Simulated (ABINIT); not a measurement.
Rh: equation of state with r2SCAN

**Experimental background.**

From “Thermal equation of state of rhodium characterized by XRD in a resistively heated diamond anvil cell”, 2024, pmc:11535440, for a bulk crystal of Rh: bulk modulus 264 ± 1 GPa.

Rh:

```xyz
1
Lattice="0.0000 1.8979 1.8979 1.8979 0.0000 1.8979 1.8979 1.8979 0.0000" Properties=species:S:1:pos:R:3 pbc="T T T"
Rh    0.0000    0.0000    0.0000
```

```json
{
  "Program": "ABINIT 10.8.3 (patched build)",
  "Task": "equation of state",
  "Functional": "r2SCAN",
  "Potentials or basis": "JTH PAW PBE v2.0",
  "Cutoff": "517 eV",
  "k mesh": "12 × 12 × 12",
  "Occupations": "fermi-dirac, width 0.05 eV",
  "Spin": "no spin polarisation",
  "Fine-grid cutoff": "1034.03 eV"
}
```

* Equilibrium volume: 13.76 Å³/atom
* Bulk modulus: 286 GPa
* Pressure derivative of the bulk modulus: 4.6

Energy against volume, from the lowest point:
```csv
volume (Å³/atom),energy (meV/atom)
12.851,60.74
13.125,28.41
13.398,8.63
13.671,0.00
13.945,1.57
14.218,12.18
14.492,30.68
```

It took 6.3 min on 1 thread of Arm Neoverse N1, with other jobs on the host, peak memory 0.14 GiB.

A measured bulk modulus of Rh is 264 GPa (quoted in “Thermal equation of state of rhodium characterized by XRD in a resistively heated diamond anvil cell”, 2024, pmc:11535440); the calculated 286 GPa misses it by +8.2 %. The fit is for a static lattice scaled at fixed shape and fixed fractional positions.

Caveat: pressures at fixed basis lie under the slope of the energies; the PAW data sets were made with another functional, which shifts forces and pressure a little.
